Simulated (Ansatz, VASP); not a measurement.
# One calculation of Ba, two programs

Contents of INCAR:

```
SYSTEM = Ba
PREC = Accurate
ENCUT = 600
EDIFF = 1E-6
ISMEAR = 0
SIGMA = 0.1
LREAL = .FALSE.
LASPH = .TRUE.
NELM = 80
ALGO = Normal
ISIF = 3
LWAVE = .FALSE.
LCHARG = .FALSE.
GGA = PE
IBRION = 2
NSW = 90
EDIFFG = -0.04
```

File KPOINTS:

```
Automatic mesh
0
G
  3 3 4
  0 0 0
```

Contents of POSCAR:

```
Ba
1.0
    5.9032837500      0.0000000000      0.0000000000
   -2.9516418800      5.1123937000      0.0000000000
    0.0000000000      0.0000000000      7.4756188600
Ba
3
Direct
    0.0000000000      0.0000000000      0.0000000000
    0.0000000000      0.0000000000      0.5000000000
    0.6666666700      0.3333333300      0.5000000000
```

Input for Ansatz:

```yaml
crystal:
  lattice:
    - [5.90328375, 0.0, 0.0]
    - [-2.95164188, 5.1123937, 0.0]
    - [0.0, 0.0, 7.47561886]
  atoms:
    - { symbol: Ba, position: [0.0, 0.0, 0.0] }
    - { symbol: Ba, position: [0.0, 0.0, 0.5] }
    - { symbol: Ba, position: [0.66666667, 0.33333333, 0.5] }
basis:
  ecutwfc: 420
kpoints:
  mp_grid: { grid: [3, 3, 4] }
hamiltonian:
  xc: pbe
scf:
  occupations: { method: gaussian, width: 0.1 }
  lower_state_search: "off"
output:
  forces: true
  stress: true
  eigenvalues: true
relax:
  adjacent_minimum: "off"
  f_tol: 0.04
  max_steps: 70
  cell: { stress_tol: 0.4 }
```

Alike in both runs: task relaxation of cell and atoms; functional PBE; k mesh 3 × 3 × 4; occupations gaussian, width 0.1 eV; no spin polarisation.

|  | VASP | Ansatz |
| --- | --- | --- |
| version | VASP 6.6.1 | Ansatz 0.2.0 |
| potentials or method | VASP PAW PBE potentials, release 64 (Ba_sv) | scalar-relativistic, plane waves, PAW |
| plane-wave cutoff (eV) | 600 | 420 |
| valence electrons in the cell | 30 | 30 |

```tsv
	VASP	Ansatz	Ansatz less VASP
gap on the k mesh at the Fermi level, each at its own relaxed structure (eV)	none	none	-
relaxed volume (Å³/atom)	78.86	75.65	-3.214
relaxed cell length with the largest relative difference (Å)	5.946	5.846	-0.1001
energy change over the relaxation (meV/atom)	-4	-3	+1.3
```

A gap of «none» marks a metal or a gap that the smearing closes.

Caveats: the k mesh is coarse (spacing up to 0.41 Å⁻¹), so the values aren't converged. The runs have no spin-orbit coupling, so splittings on Ba are missing.
